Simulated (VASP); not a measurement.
# Zr (P6_3/mmc) in VASP: further runs

The runs below take Zr through relaxation of cell and atoms, with PBE+D3(BJ), PBE.

Everything below comes from runs of VASP 6.6.1. Logs are shortened: lines on timing, memory, paths and dates and some standing lists are left out, and cuts for length are marked.

### Step 1. The crystal as given

It takes space group P6_3/mmc (No. 194, hexagonal). Conventional cell: a = 3.232 Å, b = 3.232 Å, c = 5.147 Å, α = 90.00°, β = 90.00°, γ = 120.00°. Around Zr (site symmetry -6m2) lie 12 Zr at 3.18 to 3.23 Å.

### Step 2. Relaxation of cell and atoms, PBE+D3(BJ)

The input, INCAR:

```
PREC = Accurate
ENCUT = 600
EDIFF = 1E-6
ISMEAR = 1
SIGMA = 0.1
LREAL = False
LASPH = True
NELM = 80
ALGO = Normal
ISIF = 3
LWAVE = False
LCHARG = False
GGA = PE
IVDW = 12
IBRION = 2
NSW = 90
EDIFFG = -0.01
```

The input, KPOINTS:

```
regular mesh
0
Gamma
  15 15 7
```

The input, POSCAR:

```
Zr
1.0
    3.2320000000      0.0000000000      0.0000000000
   -1.6160000000      2.7989941050      0.0000000000
    0.0000000000      0.0000000000      5.1470000000
Zr
2
Direct
    0.3333333333      0.6666666667      0.2500000000
    0.6666666667      0.3333333333      0.7500000000
```

Potentials or basis: VASP PAW PBE potentials, release 64 (Zr_sv).

On the command line:

```sh
> cat potpaw_PBE.64/Zr_sv/POTCAR > POTCAR
> mpirun -np 1 vasp_std > vasp.out
```

OUTCAR:

```text
PREC = Accurate
   ENCUT = 600
   EDIFF = 1E-6
   ISMEAR = 1
   LREAL = False
   LASPH = True
   NELM = 80
   ISIF = 3
   GGA = PE
   IVDW = 12
   IBRION = 2
   NSW = 90
   EDIFFG = -0.01
 IVDW          = 12

 ion  position               nearest neighbor table
   1  0.333  0.667  0.250-   2 3.18   2 3.18   2 3.18   2 3.18   2 3.18   2 3.18
   2  0.667  0.333  0.750-   1 3.18   1 3.18   1 3.18   1 3.18   1 3.18   1 3.18

  LATTYP: Found a hexagonal cell.
 ALAT       =     3.2320000000
 C/A-ratio  =     1.5925123762

  Lattice vectors:

 A1 = (   3.2320000000,   0.0000000000,   0.0000000000)
 A2 = (  -1.6160000000,   2.7989941050,   0.0000000000)
 A3 = (   0.0000000000,   0.0000000000,   5.1470000000)

Analysis of symmetry for initial positions (statically):
=====================================================================
 Subroutine PRICEL returns:
 Original cell was already a primitive cell.

 Routine SETGRP: Setting up the symmetry group for a
 hexagonal supercell.

 Subroutine GETGRP returns: Found 24 space group operations
 (whereof 12 operations were pure point group operations)
 out of a pool of 24 trial point group operations.

The static configuration has the point symmetry D_3d.
 The point group associated with its full space group is D_6h.

Analysis of symmetry for dynamics (positions and initial velocities):
=====================================================================
 Subroutine PRICEL returns:
 Original cell was already a primitive cell.

 Routine SETGRP: Setting up the symmetry group for a
 hexagonal supercell.

 Subroutine GETGRP returns: Found 24 space group operations
 (whereof 12 operations were pure point group operations)
 out of a pool of 24 trial point group operations.

The dynamic configuration has the point symmetry D_3d.
 The point group associated with its full space group is D_6h.

 Subroutine INISYM returns: Found 24 space group operations
 (whereof 12 operations are pure point group operations),
 and found     1 'primitive' translations

----------------------------------------------------------------------------------------

                                     Primitive cell

  volume of cell :      46.5616

  direct lattice vectors                    reciprocal lattice vectors
     3.232000000  0.000000000  0.000000000     0.309405941  0.178635603  0.000000000
    -1.616000000  2.798994105  0.000000000     0.000000000  0.357271206  0.000000000
     0.000000000  0.000000000  5.147000000     0.000000000  0.000000000  0.194287935

  length of vectors
     3.232000000  3.232000000  5.147000000     0.357271206  0.357271206  0.194287935

  position of ions in fractional coordinates (direct lattice)
     0.333333333  0.666666667  0.250000000
     0.666666667  0.333333333  0.750000000

  ion indices of the primitive-cell ions
   primitive index   ion index
                 1           1
                 2           2

----------------------------------------------------------------------------------------

 KPOINTS: regular mesh

Automatic generation of k-mesh.
 Grid dimensions read from file:
 generate k-points for:   15   15    7

 Generating k-lattice:

  Cartesian coordinates                     Fractional coordinates (reciprocal lattice)
     0.020627063  0.011909040  0.000000000     0.066666667  0.000000000  0.000000000
     0.000000000  0.023818080  0.000000000     0.000000000  0.066666667  0.000000000
     0.000000000  0.000000000  0.027755419     0.000000000  0.000000000  0.142857143

  Length of vectors
     0.023818080  0.023818080  0.027755419

  Shift w.r.t. Gamma in fractional coordinates (k-lattice)
     0.000000000  0.000000000  0.000000000

 Subroutine IBZKPT returns following result:
 ===========================================

 Found    108 irreducible k-points:

 Following reciprocal coordinates:
            Coordinates               Weight
  0.000000  0.000000  0.000000      1.000000
  0.066667 -0.000000  0.000000      6.000000
  0.133333 -0.000000  0.000000      6.000000
  0.200000 -0.000000  0.000000      6.000000
  0.266667 -0.000000  0.000000      6.000000
  0.333333  0.000000  0.000000      6.000000
[... 16 lines left out ...]
  0.333333  0.200000  0.000000     12.000000
  0.400000  0.200000  0.000000      6.000000
 [... further k-points ...]
   k-points           NKPTS =    108   k-points in BZ     NKDIM =    108   number of bands    NBANDS=     16
   number of dos      NEDOS =    301   number of ions     NIONS =      2
   total plane-waves  NPLWV =  32928
   dimension x,y,z NGX =    28 NGY =   28 NGZ =   42
   dimension x,y,z NGXF=    56 NGYF=   56 NGZF=   84
   ions per type =               2
   NGX,Y,Z   is equivalent  to a cutoff of  14.40, 14.40, 13.57 a.u.
   NGXF,Y,Z  is equivalent  to a cutoff of  28.80, 28.80, 27.13 a.u.
 SYSTEM =  unknown system
   PREC   = accura    normal or accurate (medium, high low for compatibility)
   ISTART =      0    job   : 0-new  1-cont  2-samecut
   ICHARG =      2    charge: 1-file 2-atom 10-const
   ISPIN  =      1    spin polarized calculation?
   LNONCOLLINEAR =      F non collinear calculations
   LSORBIT =      F    spin-orbit coupling
   LASPH  =      T    aspherical Exc in radial PAW
   ENCUT  =  600.0 eV  44.10 Ry    6.64 a.u.   6.46  6.46 10.28*2*pi/ulx,y,z
   NELM   =     80;   NELMIN=  2; NELMDL= -5     # of ELM steps
   EDIFF  = 0.1E-05   stopping-criterion for ELM
   LREAL  =      F    real-space projection
   EDIFFG = -.1E-01   stopping-criterion for IOM
   NSW    =     90    number of steps for IOM
   IBRION =      2    ionic relax: 0-MD 1-quasi-New 2-CG
   NFREE  =      1    steps in history (QN), initial steepest desc. (CG)
   ISIF   =      3    stress and relaxation
   ISYM   =      2    0-nonsym 1-usesym 2-fastsym
   POTIM  = 0.5000    time-step for ionic-motion
   TEBEG  =    0.0;   TEEND  =   0.0 temperature during run
   PSTRESS=    0.0 pullay stress
   NELECT =      24.0000    total number of electrons
   NUPDOWN=      -1.0000    fix difference up-down
   EMIN   =  10.00;   EMAX   =-10.00  energy-range for DOS
   EFERMI =   0.00;   METHOD = LEGACY
   ISMEAR =     1;   SIGMA  =   0.10  broadening in eV -4-tet -1-fermi 0-gaus
   EFERMI_NEDOS =   21; number of points for ismear=-14 and -15
   IALGO  =     38    algorithm
   IMIX   =      4    mixing-type and parameters
     AMIX     =   0.40;   BMIX     =  1.00
     AMIX_MAG =   1.60;   BMIX_MAG =  1.00
  volume/ion in A,a.u.               =      23.28       157.11
  Fermi-wavevector in a.u.,A,eV,Ry     =   1.312611  2.480475 23.442130  1.722948
  Thomas-Fermi vector in A             =   2.442991
   LORBIT       =      0    0 simple, 1 ext, 2 COOP (PROOUT), +10 PAW based schemes
   GGA     = PE    functional components
   LHFCALC =     F    Hartree Fock is set to
   AEXX    =    0.0000 exact exchange contribution
   IVDW    =    12    specifies the selected vdW correction
   LEPSILON=     F    determine dielectric tensor
   LRPA    =     F    only Hartree local field effects (RPA)
 conjugate gradient relaxation of ions
 non-spin polarized calculation
 Methfessel and Paxton  Order N= 1 SIGMA  =   0.10
  energy-cutoff  :      600.00
  volume of cell :       46.56
 maximum number of plane-waves:      1580
 NGX is ok and might be reduce to    28
   NGX = 13   NGY = 13   NGZ = 21

--------------------------------------- Ionic step        1  -------------------------------------------

 number of electron      24.0000000 magnetization

 Free energy of the ion-electron system (eV)
  ---------------------------------------------------
  ext. energy  EPLUGINS =         0.00000000
  ---------------------------------------------------
  free energy    TOTEN  =       -17.04222521 eV

  energy without entropy =      -17.04276085  energy(sigma->0) =      -17.04240376

------------------------ aborting loop because EDIFF is reached ----------------------------------------

 Edisp (eV)   -1.05655

 E8    (eV) :    -0.5424

  FORCE on cell =-STRESS in cart. coord.  units (eV):
  Direction    XX          YY          ZZ          XY          YZ          ZX
  --------------------------------------------------------------------------------------
  -------------------------------------------------------------------------------------
  Total      -1.01302    -1.01302    -0.88419     0.00000    -0.00000     0.00000
  in kB     -34.85801   -34.85801   -30.42502     0.00000    -0.00000     0.00000
  external pressure =      -33.38 kB  Pullay stress =        0.00 kB

 VOLUME and BASIS-vectors are now :
 -----------------------------------------------------------------------------
  energy-cutoff  :      600.00
  volume of cell :       46.56
      direct lattice vectors                 reciprocal lattice vectors
     3.232000000  0.000000000  0.000000000     0.309405941  0.178635603  0.000000000
    -1.616000000  2.798994105  0.000000000     0.000000000  0.357271206  0.000000000
     0.000000000  0.000000000  5.147000000     0.000000000  0.000000000  0.194287935
[... 161 lines left out ...]
 POSITION                                       TOTAL-FORCE (eV/Angst)
 -----------------------------------------------------------------------------------
     -0.00000      1.84007      1.27588        -0.000000     -0.000000      0.000000
      1.59355      0.92003      3.82765         0.000000      0.000000      0.000000
 -----------------------------------------------------------------------------------
    total drift:                               -0.000000      0.000000     -0.000000

  FREE ENERGIE OF THE ION-ELECTRON SYSTEM (eV)
  ---------------------------------------------------
  free  energy   TOTEN  =       -18.1167309138 eV

  energy  without entropy=      -18.1175432340  energy(sigma->0) =      -18.11700169

--------------------------------------- Ionic step        6  -------------------------------------------

 number of electron      24.0000000 magnetization

 Free energy of the ion-electron system (eV)
  ---------------------------------------------------
  ext. energy  EPLUGINS =         0.00000000
  ---------------------------------------------------
  free energy    TOTEN  =       -17.01909261 eV

  energy without entropy =      -17.01988442  energy(sigma->0) =      -17.01935655

 E-fermi :   9.4206     XC(G=0): -11.2494

 val. band max:        9.4198342303   @ k =   0.2667   0.2667   0.2857
 cond. band min:       9.4213424009   @ k =   0.3333   0.2667   0.2857
 fundamental gap:      0.0015081705
 Fermi energy:         9.4205878756

 k-point     1 :       0.0000    0.0000    0.0000
  band No.  band energies     occupation
      1     -39.3618      2.00000
      2     -39.1870      2.00000
      3     -17.9446      2.00000
      4     -16.9703      2.00000
      5     -16.9703      2.00000
      6     -16.8303      2.00000
[... 8 lines left out ...]
     15      10.9986     -0.00000
     16      10.9986     -0.00000
[... 419 lines left out ...]
 k-point    24 :       0.4000    0.2000    0.0000
  band No.  band energies     occupation
      1     -39.1837      2.00000
      2     -39.1482      2.00000
      3     -17.6848      2.00000
      4     -17.5018      2.00000
      5     -17.3846      2.00000
      6     -17.3548      2.00000
[... 8 lines left out ...]
     15      11.0643     -0.00000
     16      13.7635      0.00000

 [... further k-points ...]

------------------------ aborting loop because EDIFF is reached ----------------------------------------

 Edisp (eV)   -1.09767

 E8    (eV) :    -0.5638

  FORCE on cell =-STRESS in cart. coord.  units (eV):
  Direction    XX          YY          ZZ          XY          YZ          ZX
  --------------------------------------------------------------------------------------
  -------------------------------------------------------------------------------------
  Total       0.01161     0.01161     0.01923    -0.00000    -0.00000     0.00000
  in kB       0.41451     0.41451     0.68632    -0.00000    -0.00000     0.00000
  external pressure =        0.51 kB  Pullay stress =        0.00 kB

 VOLUME and BASIS-vectors are now :
 -----------------------------------------------------------------------------
  energy-cutoff  :      600.00
  volume of cell :       44.89
      direct lattice vectors                 reciprocal lattice vectors
     3.185035969  0.000000000  0.000000000     0.313968197  0.181269623  0.000000000
    -1.592517984  2.758322061  0.000000000    -0.000000000  0.362539246  0.000000000
     0.000000000 -0.000000000  5.109754190     0.000000000 -0.000000000  0.195704130

 POSITION                                       TOTAL-FORCE (eV/Angst)
 -----------------------------------------------------------------------------------
     -0.00000      1.83888      1.27744        -0.000000      0.000000      0.000000
      1.59252      0.91944      3.83232         0.000000     -0.000000      0.000000
 -----------------------------------------------------------------------------------
    total drift:                               -0.000000      0.000000     -0.000000

  FREE ENERGIE OF THE ION-ELECTRON SYSTEM (eV)
  ---------------------------------------------------
  free  energy   TOTEN  =       -18.1167661536 eV

  energy  without entropy=      -18.1175579589  energy(sigma->0) =      -18.11703009

 reached required accuracy - stopping structural energy minimisation
```

It took 3.4 min on 1 thread of Intel Xeon Platinum 8488C (Sapphire Rapids), shared host; peak memory 0.24 GiB.

Results:

| Quantity | Value |
| --- | --- |
| Free energy | -18.1168 eV |
| Relaxed volume | 22.45 Å³/atom |
| Relaxed cell | a = 3.185 Å, b = 3.185 Å, c = 5.110 Å, α = 90.00°, β = 90.00°, γ = 120.00° |
| Space group after relaxing (to 0.05 Å) | P6_3/mmc (No. 194) |
| Energy gained by relaxing | 9.0 meV/atom |
| Ionic steps | 6 |
| Pressure after relaxing | 0.1 GPa |
| Band gap on the k mesh | none (metal or under the smearing width) |
| Dispersion energy per atom | -0.549 eV |

The path:
```tsv
step	energy change (eV)	largest force (eV/Å)	pressure (GPa)	volume (Å³)
1	0.0000	0.0000	-3.34	46.56
2	-0.0002	0.0000	3.69	43.37
3	-0.0177	0.0000	-0.02	44.93
4	-0.0177	0.0000	0.06	44.90
5	-0.0180	0.0000	0.05	44.89
6	-0.0180	0.0000	0.05	44.89
```

Final structure:
```yaml
crystal:
  lattice:
    - [3.18504, 0.00000, 0.00000]
    - [-1.59252, 2.75832, 0.00000]
    - [0.00000, 0.00000, 5.10975]
  atoms:
    - { symbol: Zr, position: [0.33333, 0.66667, 0.25000] }
    - { symbol: Zr, position: [0.66667, 0.33333, 0.75000] }
```

Caveat: pairwise dispersion overbinds metals, which lowers pressure and volume.

[end of part 1 of 2]
